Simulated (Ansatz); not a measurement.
## Sensitivity of the gradients in Al2O3 to the input

Cell: a computed structure from the Materials Project (it need not be an observed phase), atoms as given.

```
Al O
1.0
     2.40251    1.38709    4.37208
    -2.40251    1.38709    4.37208
     0.00000   -2.77418    4.37208
Al O
4 6
Direct
  0.64790 0.64790 0.64790
  0.85210 0.85210 0.85210
  0.14790 0.14790 0.14790
  0.35210 0.35210 0.35210
  0.44385 0.05615 0.75000
  0.94385 0.25000 0.55615
  0.05615 0.75000 0.44385
  0.75000 0.44385 0.05615
  0.25000 0.55615 0.94385
  0.55615 0.94385 0.25000
```

Atom numbers follow the list; atoms alike are taken as one site, whose name carries the number of the first.

Reference run. Computed with Ansatz: DFT, PBE, plane waves and PAW, scalar-relativistic, 420 eV cutoff, Γ-centred 8×8×8 k-points, Fermi–Dirac smearing 0.02 eV.

Problem. The input is changed as follows: `scf.occupations.width`: 0.02 → not typed; `scf.occupations.method`: fermi_dirac → tetrahedron; `basis.ecutwfc`: not typed → 250 eV. What happens to V_zz (10²¹ V/m²) and η?

Solution. 

```csv
site,atom,V_zz reference,η reference,V_zz changed,η changed
Al,1,0.54,0.00,0.58,0.00
O,5,-4.00,0.52,-3.39,0.51
```

The largest change of V_zz is on O, from -4.00 to -3.39. In per cent, |V_zz| changes by +9 on Al, -15 on O (all sites that start above 0.5). At these positions the changed run has forces up to 0.3 eV/Å, so its atoms aren't at their own equilibrium. SCF iterations: 6 and 6. New warnings: band table not solved further, cutoff below recommended, tetrahedron derivatives may miss energy slope. In the changed run the cutoff of 250 eV lies below the one recommended for these PAW files, so its values aren't converged ones.
